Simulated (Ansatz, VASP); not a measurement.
# Cross-check of ZrSeS (1T-ZrSSe bilayer, AA) between VASP and Ansatz

Aim: how closely do two programs agree when they are given the same cell, functional and k mesh? The structure shown is the start of the Ansatz relaxation below; VASP solves that cell, so the two are compared at the walk's first step.

Program: Ansatz 0.2.0. Level of theory: plane waves, with VASP 6.6.1 beside it; single point at PBEsol with D3(BJ). Results are calculated unless marked as measured.

## (1) The starting structure

The cell holds 6 atoms: 2 Se, 2 Zr and 2 S. Cell: a = 3.740 Å, b = 3.740 Å, c = 50.355 Å, α = 90.0°, β = 90.0°, γ = 120.0°. Vacuum lies along c.

## (2) Ansatz: relaxation, PBEsol with D3(BJ)

Ansatz runs on its default PAW (the set named soft_2) files.

The two programs are compared at the cell with which this relaxation starts, whose forces are those of its first step.

Contents of input.yaml:

```yaml
crystal:
  lattice:
    - [3.74, 0.0, 0.0]
    - [-1.87, 3.2389350102, 0.0]
    - [0.0, 0.0, 50.3545155593]
  atoms:
    - { symbol: Se, position: [0.6666666667, 0.3333333333, 0.4041345602] }
    - { symbol: Zr, position: [0.0, 0.0, 0.4393782857] }
    - { symbol: S, position: [0.3333333333, 0.6666666667, 0.469714732] }
    - { symbol: Se, position: [0.6666666667, 0.3333333333, 0.530285268] }
    - { symbol: Zr, position: [0.0, 0.0, 0.5655289935] }
    - { symbol: S, position: [0.3333333333, 0.6666666667, 0.5958654398] }
  periodic: [true, true, false]
kpoints:
  mp_grid: { grid: [12, 12, 1] }
hamiltonian:
  xc: pbesol
  dispersion: d3bj
scf:
  occupations: { method: fermi_dirac, width: 0.05 }
  convergence: { dr2_threshold: 1.0e-09 }
relax:
  f_tol: 0.004
  max_steps: 90
  cell: {}
output:
  write_potential: true
  write_density: true
  volumetric_format: npy
```

Launch:

```sh
> ansatz run input.yaml --threads 4 --pin off --max-ram 6144MiB --backend cpu --events-out ev --progress --plain --runs-dir out
```

Numbers of over 12 decimals in the logs are rounded to 6 here.

The program printed:

```text
Warning: relax.cell: scf.convergence.dr2_threshold = 1e-9 eV is looser than the 1.55319706994e-10 eV advised for a relaxation that steers and ends on the stress (1e-10 eV for each atom of the cell: 6, times the square of relax.cell.stress_2d_tol = 0.05 N/m over 19.7 Å (the atoms' height at the walk's start and 5 Å past either face), 2.544e-2 GPa, over a crystal's default 0.05). What an SCF threshold leaves in a stress goes as its square root, and in the free energy as the threshold itself, and one threshold admits the most on a small cell: [figures from the program's tests cut] Set scf.convergence.dr2_threshold to 1.55319706994e-10 eV or tighter. [rest of the remark cut]
Engine: ansatz 0.2.0, x86_64-unknown-linux-gnu
Pseudopotentials: kind: paw
Pseudopotential: Se, paw, valence charge 16, recommended cutoff 420 eV (normal), Se.paw.azcp
Pseudopotential: Zr, paw, valence charge 12, recommended cutoff 420 eV (normal), Zr.paw.azcp
Pseudopotential: S, paw, valence charge 6, recommended cutoff 420 eV (normal), S.paw.azcp
Functional definition: PBEsol
  exchange = pbesol_x
  correlation = pbesol_c
Crystal: 6 atoms, lattice volume = 609.975 Å³
Basis set: ecut = 420 eV, 11965 PW (Γ), exchange–correlation on 50×50×720 points (8 copies of the dense FFT grid, shifted against one another)
Bands: 41, of which v1, the nominal top of the filled ones, is band 34 counted from 1 (33 counted from 0)
Symmetry: 6 space group operations
Space group: P3m1 (ITA 156), of the structure as read, at distance tolerance 8.5e-5 Å
k-points: 19 of 144 (time reversal used)
Non-local potential: Se, projectors of the file, l = 0: 2, l = 1: 2, l = 2: 3, l = 3: 1
Non-local potential: Zr, projectors of the file, l = 0: 3, l = 1: 2, l = 2: 2, l = 3: 2
Non-local potential: S, projectors of the file, l = 0: 2, l = 1: 2, l = 2: 2
PAW form: soft (Blöchl's): semilocal exchange-correlation on the pseudo side does not see the compensation charge
PAW frozen core: Se, regenerated for the run's functional, and the local potential with it (the file was generated under x = pbe(κ = 0.804, μ = 0.219515), c = pbe(β = 0.066725))
PAW frozen core: Zr, regenerated for the run's functional, and the local potential with it (the file was generated under x = pbe(κ = 0.804, μ = 0.219515), c = pbe(β = 0.066725))
PAW frozen core: S, regenerated for the run's functional, and the local potential with it (the file was generated under x = pbe(κ = 0.804, μ = 0.219515), c = pbe(β = 0.066725))
PAW one-centre angular grid: Se, 590 points (default); XC on 64 Gauss nodes
PAW one-centre angular grid: Zr, 590 points (default); XC on 64 Gauss nodes
PAW one-centre angular grid: S, 110 points (default); XC on 64 Gauss nodes
Initial density: superposition of atomic densities (neutral atoms: chi_scale 0, normalization atom), corrected by the library's trained network
Initial wavefunctions: pseudopotential atomic-orbital guess
Functional: x = pbesol(κ = 0.804, μ = 0.123457), c = pbesol(β = 0.046)
SCF iter   1: F=—  HF=-20885.214549 eV  |F-HF|=—  |Δ(HF+E_count)|=         —  Δρ=2.43e-3  dr2=1.54e-1  ethr=1.77e-3  ⟨swp⟩=11.9  Hψ=4212  notcnv=0  defer=4
preconditioner: auto → LDOS  [insulator: Δε(μ)=0.137 eV  Ē_g=6.914 eV  σ=0.050 eV  W_gap=0.56  n_scr=30 (ndim 8)  ℏωp=8.5 eV  f_vac=0.737  D(μ)=0.32/eV (n_scr^D=4)  ε∞_Penn≈2.5  β→1.0]
SCF iter   2: F=—  HF=-20885.348172 eV  |F-HF|=—  |Δ(HF+E_count)|=   1.34e-1  Δρ=5.60e-3  dr2=1.09e0  ethr=2.27e-4  ⟨swp⟩=4.2  Hψ=1841  notcnv=0  defer=16  recentre
SCF iter   3: F=—  HF=-20885.198441 eV  |F-HF|=—  |Δ(HF+E_count)|=   1.50e-1  Δρ=9.50e-4  dr2=2.82e-2  ethr=2.27e-4  ⟨swp⟩=4.2  Hψ=1413  notcnv=0  defer=16
SCF iter   4: F=—  HF=-20885.196078 eV  |F-HF|=—  |Δ(HF+E_count)|=   2.36e-3  Δρ=3.08e-4  dr2=2.33e-3  ethr=4.14e-5  ⟨swp⟩=2.1  Hψ=1211  notcnv=0  defer=16
SCF iter   5: F=—  HF=-20885.196212 eV  |F-HF|=—  |Δ(HF+E_count)|=   1.35e-4  Δρ=1.45e-4  dr2=3.67e-4  ethr=3.43e-6  ⟨swp⟩=2.9  Hψ=1156  notcnv=0  defer=16
SCF iter   6: F=—  HF=-20885.196307 eV  |F-HF|=—  |Δ(HF+E_count)|=   9.46e-5  Δρ=6.93e-5  dr2=3.78e-5  ethr=5.40e-7  ⟨swp⟩=2.8  Hψ=1133  notcnv=0  defer=16
SCF iter   7: F=—  HF=-20885.196329 eV  |F-HF|=—  |Δ(HF+E_count)|=   2.26e-5  Δρ=2.26e-5  dr2=5.93e-6  ethr=5.56e-8  ⟨swp⟩=3.2  Hψ=1376  notcnv=0  defer=16
[...]
SCF iter   9: F=—  HF=-20885.919985 eV  |F-HF|=—  |Δ(HF+E_count)|=   1.18e-9  Δρ=6.28e-7  dr2=1.95e-9  ethr=3.58e-11  ⟨swp⟩=3.1  Hψ=1292  notcnv=0
SCF iter  10: F=-20885.919985 eV  HF=-20885.919985 eV  |F-HF|=9.64e-10  |Δ(HF+E_count)|=   2.39e-9  Δρ=1.85e-7  dr2=2.46e-10  ethr=1.47e-12  ⟨swp⟩=11.7  Hψ=5998  notcnv=0
SCF 5 converged in 10 iterations: F = -20885.919985 eV  dr2 = 2.46e-10
relax step   5: F+E_penalty+E_count = -20885.91998494 eV  Δ(F+E_penalty+E_count) = -2.293e-3 eV  max|allowed force component| = 7.678e-3 eV/Å  Δτ_max = 0.0319 Å  P = -0.064 N/m  Ω = 577.278 Å³  energy of the carried Pulay correction = +7.028e-4 eV  fix = [c, alpha, beta]  reactions: c -0.000 N/m  (10 SCF iters, accepted)
[...]
relax step   6: F+E_penalty+E_count = -20885.92003244 eV  Δ(F+E_penalty+E_count) = -4.750e-5 eV  max|allowed force component| = 8.429e-4 eV/Å  Δτ_max = 0.0034 Å  P = +0.015 N/m  Ω = 576.782 Å³  energy of the carried Pulay correction = +7.137e-4 eV  fix = [c, alpha, beta]  reactions: c +0.000 N/m  (8 SCF iters, accepted)
[...]
relax step   7: F+E_penalty+E_count = -20885.91927780 eV  Δ(F+E_penalty+E_count) = +7.546e-4 eV  max|allowed force component| = 8.483e-4 eV/Å  Δτ_max = 0.0000 Å  P = +0.015 N/m  Ω = 576.782 Å³  fix = [c, alpha, beta]  reactions: c +0.000 N/m  stress off target by 1.47e-2 N/m on what of the cell is left free  SCF on the basis re-selected at this cell (its energy is not comparable with the rows above)  (6 SCF iters)
basis re-selected at this cell: Δ(F+E_penalty+E_count) = +7.546e-4 eV, ΔP = -0.000 N/m vs the last step (what re-selecting the basis moved, of the pressure what is left beyond the Pulay correction that the steps carried, after the strain that the cell walked since its last selection, with what the two solves' SCF thresholds leave and, on support functions, any second-order correction that the steps lacked; it is no m [...]
SCF converged after 6 iterations
Free energy (F): -20885.919278 eV
Harris-Foulkes:  -20885.919278 eV  (|F-HF|=1.20e-10)
Internal energy: -20885.918398 eV  (E = F + TS)
E sigma→0 (E₀):  -20885.918838 eV
Entropy (-TS):   -0.000880 eV (-0.147 meV/atom)
Fermi energy:    -5.521338 eV
--- Per-component energies (eV) ---
  E_band       = -2008.605987
  E_kinetic    = 1120.846851
  E_local      = -335338.590720  (includes V_loc(G=0)·N_el)
  E_nonlocal   = -969.231294
  E_hartree    = 166834.280650
  E_xc         = -722.980661
  E_vxc        = -755.569199  (∫ρ·V_xc dr)
  E_paw        = -10702.368758  (= ΣΔE_a)
  E_vpaw       = 265.380007  (= ΣTr[D̂ρ^β])
  E_aug_tail   = -0.001138  (compensation charges beyond the density's cutoff)
  E_ewald      = 158891.422338
  E_disp       = -1.767906  (pairwise vdW)
  E_core_change = 2.472240  (= ΣΔE_core)
  E_smearing   = -0.000880  (= −TS)
  E_closure    = 0.000000  (closes the sum)
  Σ components = -20885.919278   (vs F -20885.919278, Δ=0.00e0)
--- Forces (eV/Å), atoms counted from 1 ---
  atom   1  Se     0.00000000    -0.00000000    -0.00026756
  atom   2  Zr     0.00000000     0.00000000     0.00060510
  atom   3  S      0.00000000     0.00000000     0.00052130
  atom   4  Se     0.00000000    -0.00000000    -0.00074058
  atom   5  Zr     0.00000000     0.00000000    -0.00084872
  atom   6  S      0.00000000     0.00000000     0.00072795
  max |Σ_I F_I| component: 2.52e-6 eV/Å
--- 2D stress c σ (N/m, compression-positive) ---
        0.014706       0.000000       0.000000
        0.000000       0.014706      -0.000000
        0.000000      -0.000000       0.000000
  P = ½ c Tr σ = 0.0147 N/m
--- Band table (eV; the first three rows and the last of 19) ---
  k-point 0: bands = [... 30 lower, -5.8195, -5.8195, -5.6561, -5.6561, -4.5390, -4.5390, -4.5050, -4.5050, ... 3 higher]
  k-point 1: bands = [... 30 lower, -6.2972, -6.1424, -6.0901, -5.9115, -4.4723, -4.4312, -4.2401, -4.2011, ... 3 higher]
  k-point 2: bands = [... 30 lower, -6.8317, -6.5081, -6.3177, -6.2180, -4.5926, -4.5835, -3.7217, -3.6989, ... 3 higher]
  k-point 18: bands = [... 30 lower, -7.9363, -7.9362, -7.8510, -7.6171, -3.6700, -3.6388, -3.3574, -3.2011, ... 3 higher]
  the weakly bound empty levels are not read free of the cell's end (no_gap_told)
--- Relaxed structure (6 steps of the walk, 6 accepted, 1 SCFs on fresh bases) ---
  F+E_penalty+E_count = -20885.91927780 eV   max|allowed force component| = 8.483e-4 eV/Å   (the final SCF, on the basis selected at the relaxed cell)
  cell:  # Å, volume = 576.7817 Å³
    - [3.636815, 0, 0]
    - [-1.818407, 3.149574, 0]
    - [0, 0, 50.3545155593]
  atoms:
    - { symbol: Se, position: [0.666667, 0.333333, 0.412865] }
    - { symbol: Zr, position: [1.0701280487030318e-17, 0, 0.445578] }
    - { symbol: S, position: [0.333333, 0.666667, 0.473621] }
    - { symbol: Se, position: [0.666667, 0.333333, 0.526490] }
    - { symbol: Zr, position: [-1.098248230167781e-17, 0, 0.559166] }
    - { symbol: S, position: [0.333333, 0.666667, 0.587187] }
```

(Part 1 of 2 ends here.)

[Lines on the potential files, build, host, timing and source positions are cut from VASP's logs without a mark.]

[Logs are printed without paths, hosts, clocks, repeated set-up lines and the standing remarks that a program may print on its own settings, such as how far it seeks lower states.]

[Hosts, paths, dates, database ids (printed as entryN), source tags and the programs' standing remarks are cut or masked in the printed files.]
